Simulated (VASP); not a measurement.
# Ca: convergence, energy along a vibration (SMASS = -2)

Ca, Fm-3m (no. 225), atoms displaced along the mode, 2 atoms in the cell. PBE, energy along a line of displacements; PAW potentials Ca_sv (PBE set). VASP 6.6.1.

Wanted: harmonic frequency within 1 %.

Space group without the displacement: Fm-3m (no. 225); Mode: transverse mode at X.

POSCAR of the starting run:
```
Ca
1.0
    2.7942000000      2.7942000000      0.0000000000
   -2.7942000000      2.7942000000      0.0000000000
    0.0000000000      0.0000000000      5.5884000000
Ca
2
Direct
   -0.0071576838      0.0071576838      0.0000000000
    0.5071576838      0.4928423162      0.5000000000

    0.0100000000   0.0000000000   0.0000000000
   -0.0100000000   0.0000000000   0.0000000000
```

The series start from k mesh: 5 × 5 × 4; Cutoff (eV): 350; Step along the mode (Å): 0.02; Electronic threshold (eV): 1e-7. Each series keeps the choices made before it, and each single choice may use up half of a tolerance.

## k mesh

| k mesh | Harmonic frequency (THz) | Time (s) |
|---|---|---|
| 2 × 2 × 2 | 3.821 | 19 |
| 3 × 3 × 2 | 3.694 | 21 |
| 4 × 4 × 3 | 3.612 | 34 |
| 5 × 5 × 4 | 3.688 | 54 |
| 6 × 6 × 5 | 3.705 | 87 |
| 8 × 8 × 6 | 3.702 | 179 |
| 10 × 10 × 7 (reference) | 3.697 | 273 |

## Cutoff (eV)

| Cutoff (eV) | Harmonic frequency (THz) | Time (s) |
|---|---|---|
| 190 | 4.214 | 26 |
| 230 | 3.697 | 31 |
| 270 | 3.714 | 39 |
| 310 | 3.692 | 38 |
| 350 | 3.688 | 54 |
| 400 (reference) | 3.69 | 81 |

## Electronic threshold (eV)

| Electronic threshold (eV) | Harmonic frequency (THz) | Time (s) |
|---|---|---|
| 0.001 | 3.7 | 25 |
| 0.0001 | 3.7 | 24 |
| 1e-5 | 3.7 | 33 |
| 1e-6 | 3.7 | 40 |
| 1e-7 | 3.7 | 47 |
| 1e-8 (reference) | 3.7 | 59 |

## Question

The rows run from the loosest to the tightest. For each series: choose the loosest value from which every tighter one stays within half of the tolerance.

## Answer

- k mesh: 5 × 5 × 4
- Cutoff (eV): 310
- Electronic threshold (eV): 0.001

Also changed on the way, by series that aren't shown: Step along the mode (Å): 0.08.

## All choices together

| Input | Harmonic frequency (THz) | Time (s) |
|---|---|---|
| defaults on a coarse mesh (naive) | 3.732 | 3.2 |
| chosen settings | 3.7 | 25 |
| reference settings throughout | 3.703 | 505 |

The tolerance is met.

## The input

INCAR:
```
GGA = PE
PREC = Accurate
ENCUT = 310
EDIFF = 0.001
ALGO = Normal
LREAL = False
LASPH = True
ISMEAR = 1
SIGMA = 0.15
ISYM = 0
LWAVE = False
LCHARG = False
IBRION = 0
SMASS = -2
POTIM = 1
NSW = 9
NELMIN = 4
IWAVPR = 11
KPAR = 2
```

KPOINTS:
```
Automatic mesh
0
Gamma
  5 5 4
  0 0 0
```

POSCAR:
```
Ca
1.0
    2.7942000000      2.7942000000      0.0000000000
   -2.7942000000      2.7942000000      0.0000000000
    0.0000000000      0.0000000000      5.5884000000
Ca
2
Direct
   -0.0286307351      0.0286307351      0.0000000000
    0.5286307351      0.4713692649      0.5000000000

    0.0400000000   0.0000000000   0.0000000000
   -0.0400000000   0.0000000000   0.0000000000
```

Commands:
```
cat potpaw_PBE.64/Ca_sv/POTCAR > POTCAR
mpirun -np 2 vasp_std > vasp.out
```

The naive input happens to agree within the tolerance here, in 3.2 s.

Limits: NELMIN = 4 forces that many electronic steps, so a loose EDIFF looks better here than it is.

The chosen input took VASP 6.6.1 25 s on 2 cores (Intel Xeon Platinum 8375C @ 2.90GHz (Ice Lake)), a shared host.

## An input that fails: POTIM multiplies the typed steps tenfold

It runs to its end, but against the unchanged starting input it is off by 874 % in the harmonic frequency.

Changes against the starting input:
```
- POTIM = 1
+ POTIM = 10
```
